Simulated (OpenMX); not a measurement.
The system is Si.

```
Si
1.0
     4.12095    0.00000    0.00000
    -2.06047    3.56885    0.00000
     0.00000    0.00000    2.65479
Si
2
Direct
  0.33333 0.66667 0.50000
  0.66667 0.33333 0.50000
```

The cell was built by a generator and needn't be a form met in nature.

Base run:

| Item | Value |
| --- | --- |
| Program | OpenMX 3.8.5 |
| Functional | PBE |
| Dispersion | D4 |
| Potentials or basis | OpenMX 2013 PBE set, Si7.0-s2p2d1, grid cutoff 300 Ry |
| k mesh | 7 × 7 × 7 |
| Occupations | fermi-dirac, width 0.05 eV |
| Spin | no spin polarisation |

Its results: band gap on the k mesh none (metal or under the smearing width); pressure -2.3 GPa.

The run is repeated on the same cell with these changes: dispersion from D4 to D3. What comes out?

Band gap on the k mesh none (metal or under the smearing width); pressure -0.7 GPa.

Caveats: the basis of atomic orbitals isn't converged, which shifts pressures, moduli and gaps; pairwise dispersion overbinds metals, which lowers pressure and volume.
